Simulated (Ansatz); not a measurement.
Cu under changes of volume

One of the cells (11.810 Å³/atom); the others are scaled copies at fixed shape and fractional positions:

```xyz
1
Lattice="0.0000 1.8075 1.8075 1.8075 0.0000 1.8075 1.8075 1.8075 0.0000" Properties=species:S:1:pos:R:3 pbc="T T T"
Cu    0.0000    0.0000    0.0000
```

| Quantity | Value |
| --- | --- |
| Program | Ansatz 0.2.0 |
| Functional | PBE |
| Potentials or basis | Ansatz PAW |
| Cutoff | 420 eV (not typed: the program's choice for these potentials) |
| k mesh | 13 × 13 × 13 |
| Occupations | fermi-dirac, width 0.05 eV |
| Spin | no spin polarisation |

```csv
volume (Å³/atom),energy over the lowest point (meV/atom),pressure (GPa)
11.102,30.22,12.5
11.338,14.85,8.4
11.574,5.08,4.9
11.810,?,?
12.047,0.00,-1.2
12.283,3.61,-3.7
12.519,10.71,-5.9
```

Q: What does the run at 11.810 Å³/atom give?

A: Energy over the lowest point 0.33 meV/atom; pressure 1.7 GPa.

Worked out: A Birch-Murnaghan fit of order 3 (a polynomial in V^(-2/3)) to the other rows has its minimum at 11.95 Å³/atom with B0 = V·E''(V) = 142 GPa and B' = 5.0. It gives 0.32 meV/atom at 11.810 Å³/atom, against the run's 0.33, and -dE/dV = 1.7 GPa, against 1.7.

Energies are extrapolated to zero smearing.
